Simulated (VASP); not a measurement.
Hf:

```xyz
1
Lattice="0.0000 2.2200 2.2200 2.2200 0.0000 2.2200 2.2200 2.2200 0.0000" Properties=species:S:1:pos:R:3 pbc="T T T"
Hf    0.0000    0.0000    0.0000
```

This isn't the form of Hf at room conditions, which is hcp.

| Quantity | Value |
| --- | --- |
| Program | VASP 6.6.1 |
| Task | single point |
| Functional | PBEsol |
| Potentials or basis | VASP PAW PBE potentials, release 64 (Hf_pv) |
| Cutoff | 520 eV |
| k mesh | 10 × 10 × 10 |
| Occupations | fermi-dirac, width 0.05 eV |
| Spin | no spin polarisation |

On this cell: pressure -2.1 GPa; band gap on the k mesh none (metal or under the smearing width).

The same run follows on a disturbed copy (cell strained at random at fixed volume):

```
Hf
1.0
    -0.04347    2.20748    2.21336
     2.16276   -0.04267    2.21256
     2.17201    2.21592   -0.05192
Hf
1
Direct
  0.00193 0.98878 0.99658
```

Question: What does the disturbed cell give?

Answer: The energy (extrapolated to zero smearing) moves by +8.4 meV/atom; pressure -2.0 GPa; band gap on the k mesh none (metal or under the smearing width).

Stress tensor (GPa, compression positive):
```
-1.37  1.23  1.74
 1.23 -2.24  1.59
 1.74  1.59 -2.38
```

Caveats: the PAW data sets were made with another functional, which shifts forces and pressure a little.
